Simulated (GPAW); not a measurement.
TiTe2 in GPAW: convergence with plane-wave cutoff (eV)

Input of the first run (plane-wave cutoff (eV) 200); the others differ in this setting and in those tied to it:

File run.py:

```python
from ase import Atoms
from ase.dft.bandgap import bandgap
from ase.io import write
from ase.units import GPa
from gpaw import GPAW, PW

atoms = Atoms(['Te', 'Te', 'Ti'],
              cell=[[3.777, 0.0, 0.0],
                    [-1.8885, 3.2709779501, 0.0],
                    [0.0, 0.0, 6.498]],
              scaled_positions=[[0.3333333333, 0.6666666667, 0.7372],
                                [0.6666666667, 0.3333333333, 0.2628],
                                [0.0, 0.0, 0.0]],
              pbc=True)

calc = GPAW(mode=PW(200),
            xc='MGGA_X_R2SCAN+MGGA_C_R2SCAN',
            kpts={'size': (6, 6, 3), 'gamma': True},
            occupations={'name': 'fermi-dirac', 'width': 0.05},
            nbands=24,
            convergence={'density': 1e-05, 'energy': 1e-05},
            maxiter=100,
            txt='gpaw.txt')
atoms.calc = calc
energy = atoms.get_potential_energy()
forces = atoms.get_forces()
stress = atoms.get_stress()
calc.write('gs.gpw')
write('result.traj', atoms)
print(f'Energy: {energy:.6f} eV')
print('Forces (eV/A):')
print(forces.round(4))
print('Stress (GPa):', (stress / GPa).round(3))
print('Fermi level:', round(calc.get_fermi_level(), 4), 'eV')
print(f'Gap: {bandgap(calc)[0]:.4f} eV, direct: {bandgap(calc, direct=True)[0]:.4f} eV')
```

Potentials or basis: GPAW PAW data sets (gpaw-data 1.2.1), pw.

Run with:

```sh
$ OMP_NUM_THREADS=1 python run.py
```

Hardware: 1 thread of Arm Neoverse V1, on a shared host.

The values tried are 200, 250, 300, 350, 400, 500, 600, 800, 1000, loosest first. From which on does the largest force stay within 0.005 eV/Å of the tightest run that finished?

From 500 on.

```csv
plane-wave cutoff (eV),"energy less the tightest run, at zero smearing (meV/atom)",pressure (GPa),largest force (eV/Å),SCF cycles,CPU time (s),peak memory (GiB)
200,335.71,-5.79,0.238,16,25,0.25
250,188.45,0.05,0.231,14,23,0.25
300,134.68,-0.60,0.232,14,29,0.26
350,77.24,-0.45,0.231,14,52,0.26
400,43.54,0.16,0.224,14,54,0.27
500,24.10,0.65,0.235,14,58,0.28
600,15.19,0.61,0.235,14,100,0.31
800,2.97,0.73,0.233,14,120,0.34
1000,0.00,0.81,0.233,14,180,0.38
```

Against the tightest run, the pressure stays within 0.1 GPa from 800 on. Not settled before the last step: the energy (to 1 meV/atom). The tightest run that finished is the yardstick and may itself not be fully converged.

Caveat, for the tightest run too: the PAW data sets were made with another functional, which shifts forces and pressure a little. Spin-orbit coupling is left out, which matters for the levels of Te.
